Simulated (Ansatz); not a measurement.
# PbS: changing the dispersion correction

The cell as given:

```cif
data_structure
_symmetry_space_group_name_H-M 'P 1'
_symmetry_Int_Tables_number 1
_cell_length_a 4.1942
_cell_length_b 4.1942
_cell_length_c 4.1942
_cell_angle_alpha 60.000
_cell_angle_beta 60.000
_cell_angle_gamma 60.000
_cell_volume 52.17
loop_
_atom_site_label
_atom_site_type_symbol
_atom_site_fract_x
_atom_site_fract_y
_atom_site_fract_z
_atom_site_occupancy
Pb1 Pb 0.00000 0.00000 0.00000 1
S1 S 0.50000 0.50000 0.50000 1
```

Kept alike: task relaxation of cell and atoms; functional PBEsol; k mesh 8 × 8 × 8; occupations fermi-dirac, width 0.05 eV; no spin polarisation. Program: Ansatz, Ansatz PAW, cutoff 420 eV. The mesh is that of the run's cell of 2 atoms. No spin-orbit coupling.

```csv
dispersion correction,band gap (eV),volume (Å³/atom)
D3(BJ),0.05 or less,24.778
D3(BJ)-ATM,0.060,24.872
D4,0.105,25.146
none,0.193,25.703
```

Spin-orbit coupling, left out here, moves the band edges of heavy atoms and can close or invert small gaps. Gaps hold for each row's own relaxed cell. The relaxations keep at least the cell's symmetry (Fm-3m). Relaxations stop with a little pressure left, so the last digits of a volume or edge aren't settled. A gap read on the mesh alone can miss an edge between its points. All rows use potentials made for PBE.

Question: What does the dispersion correction change here?

Answer: The band gap runs from 0.05 or less (D3(BJ)) to 0.193 eV (none). The volume runs from 24.778 (D3(BJ)) to 25.703 Å³/atom (none). Against no correction: D3(BJ) -3.6 %; D3(BJ)-ATM -3.2 %; D4 -2.2 %. Dispersion terms mostly attract and so lower the volume; the schemes' coefficients and damping set how far. Measured: 26.15 Å³/atom (pmc:7248792, doi:10.3390/molecules25092097); nearest none, 0.45 Å³/atom off. The runs are for a static lattice.
